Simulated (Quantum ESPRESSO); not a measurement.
Write the native input for Quantum ESPRESSO 7.5 that does the following.

| Item | Value |
| --- | --- |
| Task | work function |
| Functional | PBE |
| Potentials or basis | PseudoDojo 0.4.1 SR PBE standard |
| Cutoff | 1306 eV |
| Density cutoff | 5225 eV |
| k mesh | 11 × 11 × 1 |
| Occupations | fermi-dirac, width 0.05 eV |
| Spin | collinear spin, ferromagnetic start |
| Starting moments | [4.0, 4.0, 4.0, 4.0, 4.0] μB |
| Boundary across the vacuum | none |
| Mixing mode | local-TF |
| Mixing beta | 0.3 |
| Most SCF iterations | 150 |
| SCF threshold | 5e-09 Ry |

Mn, a slab with vacuum:

```xyz
5
Lattice="2.7316 0.0000 0.0000 -1.3658 2.3656 0.0000 0.0000 0.0000 23.9212" Properties=species:S:1:pos:R:3 pbc="T T T"
Mn    1.3658    0.7885    7.5000
Mn    0.0000    1.5771    9.7303
Mn    0.0000    0.0000   11.9606
Mn    1.3658    0.7885   14.1909
Mn    0.0000    1.5771   16.4212
```

The input as run:

pw.in

```
&CONTROL
  calculation = 'scf'
  prefix = 'pwscf'
  outdir = './tmp'
  pseudo_dir = './pseudo'
  tprnfor = .true.
  disk_io = 'low'
/
&SYSTEM
  ibrav = 0
  celldm(1) = 8
  nat = 5
  ntyp = 1
  ecutwfc = 96
  nbnd = 52
  occupations = 'smearing'
  smearing = 'fd'
  degauss = 0.00367493
  nspin = 2
  starting_magnetization(1) = 0.2667
/
&ELECTRONS
  conv_thr = 5d-09
  electron_maxstep = 150
  mixing_beta = 0.3
  mixing_mode = 'local-TF'
/
ATOMIC_SPECIES
Mn    54.9380 Mn.upf
CELL_PARAMETERS alat
  0.6452360002102  -0.0000000000000  -0.0000000000000
 -0.3226180001051   0.5587907676183   0.0000000000000
  0.0000000000000   0.0000000000000   5.6505684359258
ATOMIC_POSITIONS crystal
Mn     0.6666666667    0.3333333333    0.3135292072
Mn     0.3333333333    0.6666666667    0.4067646036
Mn     0.0000000000    0.0000000000    0.5000000000
Mn     0.6666666667    0.3333333333    0.5932353964
Mn     0.3333333333    0.6666666667    0.6864707928
K_POINTS automatic
11 11 1 0 0 0
```

pp_density.in

```
&INPUTPP
  prefix = 'pwscf'
  outdir = './tmp'
  filplot = 'density.dat'
  plot_num = 0
/
&PLOT
  nfile = 1
  filepp(1) = 'density.dat'
  iflag = 3
  output_format = 6
  fileout = 'density.cube'
/
```

pp_potential.in

```
&INPUTPP
  prefix = 'pwscf'
  outdir = './tmp'
  filplot = 'potential.dat'
  plot_num = 11
/
&PLOT
  nfile = 1
  filepp(1) = 'potential.dat'
  iflag = 3
  output_format = 6
  fileout = 'potential.cube'
/
```

pp_spin.in

```
&INPUTPP
  prefix = 'pwscf'
  outdir = './tmp'
  filplot = 'spin.dat'
  plot_num = 6
/
&PLOT
  nfile = 1
  filepp(1) = 'spin.dat'
  iflag = 3
  output_format = 6
  fileout = 'spin.cube'
/
```

pp_elf.in

```
&INPUTPP
  prefix = 'pwscf'
  outdir = './tmp'
  filplot = 'elf.dat'
  plot_num = 8
/
&PLOT
  nfile = 1
  filepp(1) = 'elf.dat'
  iflag = 3
  output_format = 6
  fileout = 'elf.cube'
/
```

Potentials or basis: PseudoDojo 0.4.1 SR PBE standard.

Run with:

```bash
$ OMP_NUM_THREADS=1 mpirun -n 2 pw.x -nk 2 -in pw.in > pw.out
$ OMP_NUM_THREADS=1 mpirun -n 1 pp.x -in pp_density.in > pp_density.out
$ OMP_NUM_THREADS=1 mpirun -n 1 pp.x -in pp_potential.in > pp_potential.out
$ OMP_NUM_THREADS=1 mpirun -n 1 pp.x -in pp_spin.in > pp_spin.out
$ OMP_NUM_THREADS=1 mpirun -n 1 pp.x -in pp_elf.in > pp_elf.out
```

It gave:

```yaml
Largest_force: 0.198 eV/Å
Band_gap_on_the_k_mesh: none (metal or under the smearing width)
Net_moment: 18.35 μB per cell
Absolute_moment: 18.47 μB per cell
Site_moments: Mn +3.73, +3.34, +3.37 μB
Valence_electrons_inside_the_program's_atomic_spheres: Mn 13.60, 13.68, 13.67
Work_function_of_the_upper_face: 4.00 eV
Work_function_of_the_lower_face: 4.00 eV
```

Caveat: the cell was measured hot, at 1373 K.

It took 9.2 min on 2 MPI ranks on Arm Neoverse V1 (shared host), peak memory 1 GiB a rank.
